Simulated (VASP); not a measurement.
# C in VASP: a series of runs, part 2 of 2

VASP 6.6.1. Earlier steps stand in the parts before.

**5. Single point, LDA**

This run uses another cell than the first one, of 16.85 Å³/atom, 1.132 times its volume.

Contents of INCAR:

```
SYSTEM = C
  PREC = Accurate
  ENCUT = 400
  EDIFF = 1E-7
  ISMEAR = 1
  SIGMA = 0.1
  LREAL = .False.
  LASPH = .True.
  NELM = 120
  ALGO = Normal
  ISIF = 2
  LWAVE = .False.
  LCHARG = .False.
  LDIPOL = .True.
  IDIPOL = 3
  DIPOL = 0.5 0.5 0.500
  NBANDS = 32
  LVHAR = .True.
  LVACPOTAV = .True.
```

Contents of KPOINTS:

```
regular mesh
0
Gamma
  15 15 1
  0 0 0
```

Contents of POSCAR:

```
C
1.0
    2.4560959400      0.0000000000      0.0000000000
   -1.2280479700      2.1270618200      0.0000000000
    0.0000000000      0.0000000000     25.8049153298
C
8
Direct
    0.5833794600      0.1667589200      0.2906423022
    0.9166205400      0.8332410800      0.2906423022
    0.0833794600      0.1667589200      0.4313770236
    0.4166205400      0.8332410800      0.4313770236
    0.5833794600      0.1667589200      0.5686229764
    0.9166205400      0.8332410800      0.5686229764
    0.0833794600      0.1667589200      0.7093576978
    0.4166205400      0.8332410800      0.7093576978
```

Potentials or basis: VASP PAW LDA potentials, release 64 (C).

The run is started by

```sh
$ cat potpaw_LDA.64/C/POTCAR > POTCAR
$ mpirun -np 1 vasp_std > vasp.out
```

OUTCAR:

```text
SYSTEM = C
   PREC = Accurate
   ENCUT = 400
   EDIFF = 1E-7
   ISMEAR = 1
   LREAL = .False.
   LASPH = .True.
   NELM = 120
   ISIF = 2

 Found     64 irreducible k-points:

 Following reciprocal coordinates:
            Coordinates               Weight
  0.000000  0.000000  0.000000      1.000000
  0.066667  0.000000  0.000000      4.000000
  0.000000  0.066667  0.000000      2.000000
  0.133333  0.000000  0.000000      4.000000
  0.000000  0.133333  0.000000      2.000000
  0.200000  0.000000  0.000000      4.000000
   k-points           NKPTS =     64   k-points in BZ     NKDIM =     64   number of bands    NBANDS=     32
   number of dos      NEDOS =    301   number of ions     NIONS =      8
   total plane-waves  NPLWV =  43008
   dimension x,y,z NGX =    16 NGY =   16 NGZ =  168
   dimension x,y,z NGXF=    32 NGYF=   32 NGZF=  336
   ions per type =               8
   NGX,Y,Z   is equivalent  to a cutoff of  10.83, 10.83, 10.82 a.u.
   NGXF,Y,Z  is equivalent  to a cutoff of  21.66, 21.66, 21.65 a.u.
 SYSTEM =  C
   PREC   = accura    normal or accurate (medium, high low for compatibility)
   ISTART =      0    job   : 0-new  1-cont  2-samecut
   ICHARG =      2    charge: 1-file 2-atom 10-const
   ISPIN  =      1    spin polarized calculation?
   LNONCOLLINEAR =      F non collinear calculations
   LSORBIT =      F    spin-orbit coupling
   LASPH  =      T    aspherical Exc in radial PAW
   ENCUT  =  400.0 eV  29.40 Ry    5.42 a.u.   4.01  4.01 42.08*2*pi/ulx,y,z
   NELM   =    120;   NELMIN=  2; NELMDL= -5     # of ELM steps
   EDIFF  = 0.1E-06   stopping-criterion for ELM
   LREAL  =      F    real-space projection
   EDIFFG = 0.1E-05   stopping-criterion for IOM
   NSW    =      0    number of steps for IOM
   IBRION =     -1    ionic relax: 0-MD 1-quasi-New 2-CG
   NFREE  =      0    steps in history (QN), initial steepest desc. (CG)
   ISIF   =      2    stress and relaxation
   ISYM   =      2    0-nonsym 1-usesym 2-fastsym
   POTIM  = 0.5000    time-step for ionic-motion
   TEBEG  =    0.0;   TEEND  =   0.0 temperature during run
   PSTRESS=    0.0 pullay stress
   NELECT =      32.0000    total number of electrons
   NUPDOWN=      -1.0000    fix difference up-down
   EMIN   =  10.00;   EMAX   =-10.00  energy-range for DOS
   EFERMI =   0.00;   METHOD = LEGACY
   ISMEAR =     1;   SIGMA  =   0.10  broadening in eV -4-tet -1-fermi 0-gaus
   EFERMI_NEDOS =   21; number of points for ismear=-14 and -15
   IALGO  =     38    algorithm
   IMIX   =      4    mixing-type and parameters
     AMIX     =   0.40;   BMIX     =  1.00
     AMIX_MAG =   1.60;   BMIX_MAG =  1.00
  volume/ion in A,a.u.               =      16.85       113.72
  Fermi-wavevector in a.u.,A,eV,Ry     =   1.013636  1.915495 13.979425  1.027459
  Thomas-Fermi vector in A             =   2.146817
   LORBIT       =      0    0 simple, 1 ext, 2 COOP (PROOUT), +10 PAW based schemes
   GGA     = CA    functional components
   LHFCALC =     F    Hartree Fock is set to
   AEXX    =    0.0000 exact exchange contribution
   IVDW    =     0    specifies the selected vdW correction
   LEPSILON=     F    determine dielectric tensor
   LRPA    =     F    only Hartree local field effects (RPA)
 non-spin polarized calculation
 Methfessel and Paxton  Order N= 1 SIGMA  =   0.10
  energy-cutoff  :      400.00
  volume of cell :      134.81
 maximum number of plane-waves:      2483
   NGX =  9   NGY =  9   NGZ = 85

 number of electron      32.0000004 magnetization

 dipolmoment           0.000000      0.000000     -0.000000 electrons x Angstroem

 Free energy of the ion-electron system (eV)
  ---------------------------------------------------
  ext. energy  EPLUGINS =         0.00000000
  ---------------------------------------------------
  free energy    TOTEN  =       -80.88696254 eV

  energy without entropy =      -80.88712850  energy(sigma->0) =      -80.88701786

 E-fermi :   0.2443     XC(G=0):  -6.0430

 val. band max:        0.2023633859   @ k =   0.3333   0.3333   0.0000
 cond. band min:       0.2861903337   @ k =   0.3333   0.3333   0.0000
 fundamental gap:      0.0838269479
 Fermi energy:         0.2443035951

 k-point     1 :       0.0000    0.0000    0.0000
  band No.  band energies     occupation
      1     -19.2162      2.00000
      2     -19.1693      2.00000
      3     -19.1218      2.00000
      4     -19.0643      2.00000
      5      -8.0409      2.00000
      6      -7.6816      2.00000
[... 20 lines left out ...]
     27       8.6219      0.00000
     28       8.6226      0.00000

 k-point     2 :       0.0667    0.0000    0.0000
  band No.  band energies     occupation
      1     -19.1105      2.00000
      2     -19.0641      2.00000
      3     -19.0168      2.00000
      4     -18.9597      2.00000
      5      -7.9115      2.00000
      6      -7.5535      2.00000
[... 20 lines left out ...]
     27       8.6882      0.00000
     28       8.8783      0.00000

 k-point     3 :       0.0000    0.0667    0.0000
  band No.  band energies     occupation
      1     -19.1105      2.00000
      2     -19.0641      2.00000
      3     -19.0168      2.00000
      4     -18.9597      2.00000
      5      -7.9116      2.00000
      6      -7.5536      2.00000
[... 20 lines left out ...]
     27       8.6868      0.00000
     28       8.8781      0.00000

 k-point     4 :       0.1333    0.0000    0.0000
  band No.  band energies     occupation
      1     -18.7942      2.00000
      2     -18.7489      2.00000
      3     -18.7027      2.00000
      4     -18.6466      2.00000
      5      -7.5252      2.00000
      6      -7.1720      2.00000
[... 20 lines left out ...]
     27       8.7281      0.00000
     28       9.2684      0.00000

 k-point     5 :       0.0000    0.1333    0.0000
  band No.  band energies     occupation
      1     -18.7943      2.00000
      2     -18.7489      2.00000
      3     -18.7027      2.00000
      4     -18.6466      2.00000
      5      -7.5254      2.00000
      6      -7.1722      2.00000
[... 20 lines left out ...]
     27       8.7381      0.00000
     28       9.2654      0.00000

 k-point     6 :       0.2000    0.0000    0.0000
  band No.  band energies     occupation
      1     -18.2696      2.00000
      2     -18.2260      2.00000
      3     -18.1816      2.00000
      4     -18.1274      2.00000
      5      -6.8881      2.00000
      6      -6.5430      2.00000
[... 20 lines left out ...]
     27       8.7176      0.00000
     28       8.7452      0.00000

 [... further k-points ...]

 [bands above 28 left out]

------------------------ aborting loop because EDIFF is reached ----------------------------------------

  FORCE on cell =-STRESS in cart. coord.  units (eV):
  Direction    XX          YY          ZZ          XY          YZ          ZX
  --------------------------------------------------------------------------------------
  -------------------------------------------------------------------------------------
  Total       -2.7264482     -2.7776743     -1.4934055      0.0000000      0.0000000      0.0000000
  in kB      -32.4026073    -33.0114059    -17.7484505      0.0000000      0.0000000      0.0000000
  external PRESSURE =     -27.7208212 kB  Pullay stress =       0.0000000 kB

 VOLUME and BASIS-vectors are now :
 -----------------------------------------------------------------------------
  energy-cutoff  :      400.00
  volume of cell :      134.81
      direct lattice vectors                 reciprocal lattice vectors
     2.456095940  0.000000000  0.000000000     0.407150219  0.235066041  0.000000000
    -1.228047970  2.127061820  0.000000000     0.000000000  0.470132081  0.000000000
     0.000000000  0.000000000 25.804915330     0.000000000  0.000000000  0.038752307

 POSITION                                       TOTAL-FORCE (eV/Angst)
 -----------------------------------------------------------------------------------
      1.22805      0.35471      7.50000        -0.000000     -0.024358      0.021504
      1.22805      1.77236      7.50000         0.000000      0.024358      0.021504
      0.00000      0.35471     11.13165         0.000000     -0.026805     -0.004733
     -0.00000      1.77236     11.13165        -0.000000      0.026805     -0.004733
      1.22805      0.35471     14.67327         0.000000     -0.026805      0.004733
      1.22805      1.77236     14.67327        -0.000000      0.026805      0.004733
      0.00000      0.35471     18.30492        -0.000000     -0.024358     -0.021504
     -0.00000      1.77236     18.30492         0.000000      0.024358     -0.021504
 -----------------------------------------------------------------------------------
    total drift:                                0.000000     -0.000000      0.000000

  FREE ENERGIE OF THE ION-ELECTRON SYSTEM (eV)
  ---------------------------------------------------
  free  energy   TOTEN  =       -80.8869625424 eV

  energy  without entropy=      -80.8871285005  energy(sigma->0) =      -80.88701786

 vacuum level on the upper side and lower side of the slab         4.774         4.774
```

Wall time 2.6 min (1 thread of Intel Xeon 6975P-C (Granite Rapids), shared host); peak memory 0.22 GiB.

The run converged, but some of its settings lie outside the range that counts as converged, so its numbers aren't taken as properties of the slab.

Results:

| Quantity | Value |
| --- | --- |
| Free energy | -80.8870 eV |
| Largest force | 0.032 eV/Å |
| Band gap on the k mesh | 0.08 eV, direct |
| Ionisation potential of the upper face | 4.57 eV |

Caveat: the cutoff is under 1.25 times the usual one of these potentials, so pressure, stress and relaxed cells hold a basis-set (Pulay) error.
